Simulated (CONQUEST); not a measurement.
## CdS under changes of volume

One of the cells (20.871 Å³/atom); the others are scaled copies at fixed shape and fractional positions:

```
Cd S
1.0
     3.89368    0.00000    0.00000
     0.00000    3.89368    0.00000
     0.00000    0.00000    5.50649
Cd S
2 2
Cartesian
  0.0000 0.0000 0.0000
  1.9468 1.9468 2.7532
  0.0000 0.0000 2.7532
  1.9468 1.9468 0.0000
```

Measurements of this composition are mostly on another form, of space group No. 186.

* Program: CONQUEST 1.3
* Functional: LDA-VWN
* Potentials or basis: PseudoDojo NC LDA, SZP, grid of 32 × 32 × 48 points
* k mesh: 5 × 5 × 4
* Occupations: fermi-dirac, width 0.027 eV
* Spin: no spin polarisation

```csv
volume (Å³/atom),energy over the lowest point (meV/atom),pressure (GPa)
19.618,0.00,0.6
20.036,1.31,-1.4
20.453,6.89,-2.8
20.871,15.96,-3.9
21.705,43.61,-6.9
22.123,?,?
```

What does the run at 22.123 Å³/atom give?

Energy over the lowest point 63.89 meV/atom; pressure -8.2 GPa.

Worked out: A Birch-Murnaghan fit of order 3 (a polynomial in V^(-2/3)) to the other rows has its minimum at 19.70 Å³/atom with B0 = V·E''(V) = 82 GPa and B' = 4.7. It gives 61.43 meV/atom at 22.123 Å³/atom, against the run's 63.89, and -dE/dV = -7.3 GPa, against -8.2.

Energies are extrapolated to zero smearing.

Caveats: the atomic basis is small; the basis of atomic orbitals isn't converged, which shifts pressures, moduli and gaps; the real-space grid breaks the cell's symmetry a little.
